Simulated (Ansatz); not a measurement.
# SnSe (Fm-3m) in Ansatz: settings compared, part 2 of 2

Ansatz 0.2.0.

### 3 Born charges, LDA

input.yaml

```yaml
crystal:
  lattice:
    - [0.0, 3.01, 3.01]
    - [3.01, 0.0, 3.01]
    - [3.01, 3.01, 0.0]
  atoms:
    - { symbol: Sn, position: [0.0, 0.0, 0.0] }
    - { symbol: Se, position: [0.5, 0.5, 0.5] }
kpoints:
  mp_grid: { grid: [8, 8, 8] }
scf:
  occupations: { method: fixed }
hamiltonian:
  xc: lda
  pseudopotentials: { kind: all_electron, datasets: crystal }
output: {}
dielectric: {}
```

Potentials or basis: all-electron PAW datasets made for the crystal.

On the command line:

```bash
$ ansatz run input.yaml --threads 1 --pin off --max-ram 3072MiB --backend cpu --events-out ev --progress --plain --runs-dir out
```

Standard output:

```text
Warning: RAYON_NUM_THREADS=1 ignored (pool sized by the plan → 1); use --threads N
hamiltonian.pseudopotentials.datasets: crystal makes datasets for this crystal and solves the spheres of its atoms anew in each pass: cutoff 270.0 eV, the density's 1080.0 eV; for an error of 0.50 meV an atom under PBE, 1.0 meV for the cell; an energy difference from a run of another recipe may be off by several times the error for the cell, under r2SCAN by more, where some 0.1 meV an atom stays at smaller errors; in a run that uses the all-electron wave functions in the spheres, carries its plane waves along with the cell (elastic.basis: deformed) or is on a recipe of such a run or, without exact exchange, of a hybrid, they include no finite-basis correction of the energy (for plane waves above the cutoff): energies differ from those of runs with it by up to 1.1 meV an atom at a dataset_error of 0.2 meV (4 under r2SCAN), and by more at a larger error or with an open f shell (one dataset_recipe, of a run without it, keeps both alike, but for a hybrid, which always has it); Se in spheres of 1.376 Å, 6 of its electrons in bands; Sn in spheres of 1.376 Å, 14 of its electrons in bands
Engine: ansatz 0.2.0, x86_64-unknown-linux-gnu
Pseudopotentials: kind: all_electron
Pseudopotential: Sn, paw, valence charge 14, recommended cutoff 270 eV (normal), crystal/all_electron/lda/scalar/gaussian/Sn, Koelling and Harmon's equation, gaussian nucleus
Pseudopotential: Se, paw, valence charge 6, recommended cutoff 270 eV (normal), crystal/all_electron/lda/scalar/gaussian/Se, Koelling and Harmon's equation, gaussian nucleus
Functional definition: SPW92
  exchange = slater_x
  correlation = pw_c
davidson cushion auto → on  (no smearing: the cushion is to keep the highest requested band from converging to the state above it; pin scf.eigensolver.cushion to override)
Crystal: 2 atoms, lattice volume = 54.542 Å³
Basis set: ecut = 270 eV, 537 PW (Γ), exchange–correlation on 48×48×48 points (8 copies of the dense FFT grid, shifted against one another)
Bands: 14, of which v1, the nominal top of the filled ones, is band 10 counted from 1 (9 counted from 0)
Symmetry: 48 space group operations
k-points: 59 of 512 (irreducible under 8 space group operations, time reversal used)
Non-local potential: Sn, projectors of the file, l = 0: 1, l = 1: 1, l = 2: 2
Non-local potential: Se, projectors of the file, l = 0: 1, l = 1: 1
PAW form: soft (Blöchl's): semilocal exchange-correlation on the pseudo side does not see the compensation charge
PAW one-centre angular grid: Sn, 590 points (default); XC on its mesh's 1863 points in the sphere
PAW one-centre angular grid: Se, 110 points (default); XC on its mesh's 1903 points in the sphere
Initial density: superposition of atomic densities (neutral atoms: chi_scale 0, normalization atom)
Initial wavefunctions: pseudopotential atomic-orbital guess
Functional: x = slater, c = lda
iter 1 solved again at ethr=3.57e-3 eV; its pass at ethr=1.00e-1 eV (dr2=7.14e-1 eV) is discarded
SCF iter   1: F=—  HF=-233985.935242 eV  |F-HF|=—  |Δ(HF+E_count)|=         —  Δρ=2.23e-2  dr2=6.79e-1  ethr=3.57e-3  ⟨swp⟩=3.3  Hψ=4878  notcnv=0
preconditioner: auto → none  [insulator: Δε(μ)=0.385 eV  Ē_g=17.022 eV  n_scr=14 (ndim 8)  ℏωp=22.5 eV  f_vac=0.000  ε∞_Penn≈2.7]
SCF iter   2: F=—  HF=-233985.746678 eV  |F-HF|=—  |Δ(HF+E_count)|=   1.89e-1  Δρ=1.00e-2  dr2=7.68e-2  ethr=3.40e-3  ⟨swp⟩=3.0  Hψ=2286  notcnv=0
iter 3 solved again at ethr=2.76e-5 eV; its pass at ethr=3.84e-4 eV (dr2=5.52e-3 eV) is discarded
SCF iter   3: F=—  HF=-233985.718572 eV  |F-HF|=—  |Δ(HF+E_count)|=   2.81e-2  Δρ=3.40e-3  dr2=5.51e-3  ethr=2.76e-5  ⟨swp⟩=2.0  Hψ=4405  notcnv=0
SCF iter   4: F=—  HF=-233985.716188 eV  |F-HF|=—  |Δ(HF+E_count)|=   2.38e-3  Δρ=4.05e-4  dr2=5.83e-5  ethr=2.76e-5  ⟨swp⟩=3.0  Hψ=1985  notcnv=0
SCF iter   5: F=—  HF=-233985.716276 eV  |F-HF|=—  |Δ(HF+E_count)|=   8.79e-5  Δρ=7.39e-5  dr2=3.65e-6  ethr=2.91e-7  ⟨swp⟩=3.0  Hψ=2456  notcnv=0
SCF iter   6: F=—  HF=-233985.716281 eV  |F-HF|=—  |Δ(HF+E_count)|=   4.41e-6  Δρ=2.31e-5  dr2=2.24e-7  ethr=1.83e-8  ⟨swp⟩=3.0  Hψ=3156  notcnv=0
SCF iter   7: F=—  HF=-233985.716281 eV  |F-HF|=—  |Δ(HF+E_count)|=   3.72e-7  Δρ=5.96e-6  dr2=1.38e-8  ethr=1.12e-9  ⟨swp⟩=3.0  Hψ=2190  notcnv=0
SCF iter   8: F=—  HF=-233985.716281 eV  |F-HF|=—  |Δ(HF+E_count)|=   5.38e-9  Δρ=1.04e-6  dr2=9.90e-10  ethr=6.90e-11  ⟨swp⟩=2.6  Hψ=1945  notcnv=0  defer=2
SCF iter   9: F=—  HF=-233985.716281 eV  |F-HF|=—  |Δ(HF+E_count)|=  3.49e-10  Δρ=1.50e-7  dr2=1.43e-11  ethr=4.95e-12  ⟨swp⟩=3.0  Hψ=2020  notcnv=0  defer=2
SCF iter  10: F=-233985.716281 eV  HF=-233985.716281 eV  |F-HF|=2.91e-11  |Δ(HF+E_count)|=  8.73e-11  Δρ=1.32e-8  dr2=9.93e-14  ethr=1.00e-12  ⟨swp⟩=3.1  Hψ=1985  notcnv=0
SCF 1 converged in 10 iterations: F = -233985.716281 eV  dr2 = 9.93e-14
the response reads at least the filled bands of the reference SCF and the lowest empty band at each k-point, and that SCF's band table does not vouch for those bands. The notice of the band table in this run's record says why
NSCF: frozen V_eff on 52 k-points
DFPT response loops at Γ: preconditioner auto → none (the input reference at scf.mixing.eps_inf says where Resta's filter doesn't serve); β = 0.50; Broyden in place of MSR1
WARN: field response: the 8×8×8 k-mesh looks too coarse for the field response at k = (0.0000, 0.0000, -0.5000), direct gap 0.613 eV: take ε∞, Z* and everything formed from them as unconverged in the mesh. The response there varies over an interband length of 10.11 Å as this mesh's differences read it, which a coarse mesh reads short; the mesh's real-space period, 34.1 Å, is under 14 times that, 141.6 Å: points inside a basis were not begun: none includes the bands' part inside the spheres of datasets made for the crystal; else type a denser kpoints.mp_grid, and compare
SCF converged after 10 iterations
Free energy (F): -233985.716281 eV
Harris-Foulkes:  -233985.716281 eV  (|F-HF|=2.91e-11)
Internal energy: -233985.716281 eV  (E = F + TS)
E sigma→0 (E₀):  -233985.716281 eV
Past the cutoff: waves up to 1.5 times it would add -0.000196 eV an atom, which no energy here includes
By the cutoff:   a pressure is off by up to 0.011 GPa (6 times that energy over an atom's volume, and 0.004 GPa: a bound that held against runs at twice the plane waves)
Past the cutoffs: a stress includes 0.0000 GPa for waves and charges beyond them
In the spheres:  the bands' charges fall short by 9.8e-7 e at most (sound up to 1e-3)
Fermi energy:    10.369559 eV
--- Per-component energies (eV) ---
  E_band       = -61.436544
  E_kinetic    = 182.732266
  E_local      = -1206.250059  (includes V_loc(G=0)·N_el)
  E_nonlocal   = 195.007487
  E_hartree    = 567.565560
  E_xc         = -123.779147
  E_vxc        = -152.705166  (∫ρ·V_xc dr)
  E_paw        = -235711.537031  (= ΣΔE_a)
  E_vpaw       = -3817.005397  (= ΣTr[D̂ρ^β])
  E_ewald      = -1491.108555
  E_smearing   = -0.000000  (= −TS)
  E_closure    = 3601.653198  (closes the sum)
  Σ components = -233985.716281   (vs F -233985.716281, Δ=0.00e0)
  The terms above E_closure are by the made datasets' own strengths, without shells solved beside the bands.
--- Band table (eV; the first three rows and the last of 59) ---
  k-point 0: bands = ["-10.9975", "-10.9975", "-10.9950", "-10.9950", "-10.9950", "-3.4245", "5.2405", "8.3098", "8.3098", "8.3098", "14.6884", "14.6884", "14.6884", "16.3561"]
  k-point 1: bands = ["-10.9984", "-10.9984", "-10.9946", "-10.9933", "-10.9933", "-3.3155", "4.6947", "8.3306", "8.3306", "8.7317", "13.8280", "13.9840", "13.9840", "16.2969"]
  k-point 2: bands = ["-11.0012", "-11.0012", "-10.9937", "-10.9887", "-10.9887", "-3.0219", "3.6488", "8.4006", "8.4006", "9.4382", "12.5352", "12.8516", "12.8516", "16.5744"]
  k-point 58: bands = ["-11.0176", "-10.9965", "-10.9895", "-10.9895", "-10.9769", "-2.1902", "3.4641", "5.7768", "5.7768", "9.6614", "11.8815", "15.1832", "15.1832", "17.6284"]
--- Dielectric response (ions clamped): 1 representative field direction + reference, on 59 of 512 k-points (Σ response iterations 10) ---
  k mesh reduced under 8 symmetry operations, with k and −k counted as one. Each operation leaves every solved perturbation unchanged. A smaller set is not considered because the run solves the response to a homogeneous field
  ε∞ (high-frequency dielectric tensor):
       53.980648    -0.000000    -0.000000
        0.000000    53.980648    -0.000000
       -0.000000     0.000000    53.980648
  Born effective charges Z* (e; rows j = field, columns β = displacement):
    site 0:
         6.45676    0.00000    0.00000
         0.00000    6.45676    0.00000
        -0.00000    0.00000    6.45676
    site 1:
        -6.45676   -0.00000    0.00000
        -0.00000   -6.45676   -0.00000
         0.00000   -0.00000   -6.45676
  Z* charge neutrality: 2.403e-5 e pre-enforcement
  k-mesh period / interband length: 34.1 Å / 10.11 Å = 3.37 at k = (0.0000, 0.0000, -0.5000), direct gap 0.613 eV — UNDER 14: by this measure the k-mesh is too coarse for the response
```

Run time: 23 s. Hardware: 1 thread of Intel Xeon Platinum 8488C (Sapphire Rapids), shared host; peak memory 0.63 GiB.

What came out:

- Free energy: -233985.7163 eV
- Band gap on the k mesh: 0.61 eV, direct

Caveat: the program warned that the printed levels may be off, so bands, gaps and densities of states are rough; spin-orbit coupling is left out, which moves the levels of the heavy elements.

### 4 Elastic constants, LDA

input.yaml

```yaml
crystal:
  lattice:
    - [0.0, 3.01, 3.01]
    - [3.01, 0.0, 3.01]
    - [3.01, 3.01, 0.0]
  atoms:
    - { symbol: Sn, position: [0.0, 0.0, 0.0] }
    - { symbol: Se, position: [0.5, 0.5, 0.5] }
kpoints:
  mp_grid: { grid: [6, 6, 6] }
scf:
  occupations: { method: fermi_dirac, width: 0.05 }
hamiltonian:
  xc: lda
  pseudopotentials: { kind: all_electron, lapw: { basis_error: 0.001 } }
output:
  forces: true
  stress: true
elastic:
  mode: clamped_ion
  stencil: two_point
```

Potentials or basis: all-electron LAPW, scalar-relativistic.

On the command line:

```bash
$ ansatz run input.yaml --threads 1 --pin off --max-ram 3072MiB --backend cpu --events-out ev --progress --plain --runs-dir out
```

Wall time 27 s (1 thread of Intel Xeon Platinum 8488C (Sapphire Rapids), shared host); peak memory 0.38 GiB.

It converged, with:

| Item | Value |
| --- | --- |
| Free energy | -233985.7352 eV |
| Pressure | -3.7 GPa |
| Band gap on the k mesh | 0.61 eV, direct |
| Clamped-ion elastic constants C11, C12, C44 | 116, 9, 20 GPa |
| Voigt bulk modulus | 44 GPa |

Levels at points of the mesh, in eV from the valence-band top:
| k point | band 21 | band 22 | band 23 | band 24 | band 25 | band 26 |
| --- | --- | --- | --- | --- | --- | --- |
| (0.00, 0.00, 0.00) | -2.07 | -2.07 | -2.07 | 4.32 | 4.32 | 4.32 |
| (0.00, 0.00, -0.50) | -1.81 | -1.81 | 0.00 | 0.61 | 1.30 | 1.30 |
| (0.00, -0.50, -0.50) | -5.37 | -3.52 | -3.52 | 3.11 | 5.35 | 5.35 |

Elastic tensor in Voigt notation (GPa, ions clamped, in the Cartesian axes of the cell as first typed):
```
116   9   9   0   0   0
  9 116   9   0   0   0
  9   9 116   0   0   0
  0   0   0  20   0   0
  0   0   0   0  20   0
  0   0   0   0   0  20
```

Caveat: the cell is more than 3 GPa from zero pressure, which shifts response properties; spin-orbit coupling is left out, which moves the levels of the heavy elements.

### 5 The runs side by side

| task | level | potentials or basis | k mesh | cutoff (eV) | smearing | basis error allowed | gap on the mesh (eV) | pressure (GPa) |
| --- | --- | --- | --- | --- | --- | --- | --- | --- |
| band structure | BLYP | all-electron LAPW, scalar-relativistic | 8 × 8 × 8 | 190 | fermi-dirac 0.05 eV | 0.001 eV/atom | 0.38 | 4.8 |
| Born charges | LDA | all-electron PAW datasets made for the crystal | 8 × 8 × 8 | 270 | fixed | - | 0.61 | - |
| elastic constants | LDA | all-electron LAPW, scalar-relativistic | 6 × 6 × 6 | 207 | fermi-dirac 0.05 eV | 0.001 eV/atom | 0.61 | -3.7 |

Alike in all rows: no spin polarisation; cell as given.

Caveats: spin-orbit coupling is left out, which moves the levels of the heavy elements; the mesh misses the band edges, which the band path finds closer together (some runs); the program warned that the printed levels may be off, so bands, gaps and densities of states are rough (some runs); the cell is more than 3 GPa from zero pressure, which shifts response properties (some runs).

Compare energies only between runs with the same functional and basis.
